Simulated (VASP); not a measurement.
Input of a VASP 6.6.1 run:

Contents of INCAR:

```
SYSTEM = ZrB2
PREC = Accurate
ENCUT = 600
EDIFF = 1E-6
ISMEAR = 0
SIGMA = 0.1
LREAL = .FALSE.
LASPH = .TRUE.
NELM = 80
ALGO = Normal
ISIF = 3
LWAVE = .FALSE.
LCHARG = .FALSE.
GGA = PE
IVDW = 12
IBRION = 2
NSW = 70
EDIFFG = -0.005
```

The input KPOINTS:

```
regular mesh
0
G
  15 15 12
  0 0 0
```

POSCAR

```
ZrB2
1.0
    3.1711659775      0.0000000000      0.0000000000
   -1.5855829887      2.7463102961      0.0000000000
    0.0000000000      0.0000000000      3.5422975713
Zr B
1 2
Direct
    0.0000000000      0.0000000000      0.0000000000
    0.3333333333      0.6666666667      0.5000000000
    0.6666666667      0.3333333333      0.5000000000
```

Potentials or basis: VASP PAW PBE potentials, release 64 (Zr_sv, B).

Run with:

```bash
$ cat potpaw_PBE.64/Zr_sv/POTCAR potpaw_PBE.64/B/POTCAR > POTCAR
$ mpirun -np 1 vasp_std > vasp.out
```

Question: What does it give for the relaxed volume?

Answer: 10.02 Å³/atom.

Question: Estimate the space group after relaxing (to 0.05 Å).

Answer: P6/mmm (No. 191).

Question: Predict the relaxed cell.

Answer: a = 3.145 Å, b = 3.145 Å, c = 3.511 Å, α = 90.00°, β = 90.00°, γ = 120.00°.

Question: Predict the dispersion energy per atom.

Answer: -0.399 eV.

Final structure:
```cif
data_structure
_symmetry_space_group_name_H-M 'P 1'
_symmetry_Int_Tables_number 1
_cell_length_a 3.1449
_cell_length_b 3.1449
_cell_length_c 3.5112
_cell_angle_alpha 90.000
_cell_angle_beta 90.000
_cell_angle_gamma 120.000
_cell_volume 30.07
loop_
_atom_site_label
_atom_site_type_symbol
_atom_site_fract_x
_atom_site_fract_y
_atom_site_fract_z
_atom_site_occupancy
Zr1 Zr 0.00000 0.00000 0.00000 1
B1 B 0.33333 0.66667 0.50000 1
B2 B 0.66667 0.33333 0.50000 1
```

Caveat: pairwise dispersion overbinds metals, which lowers pressure and volume.
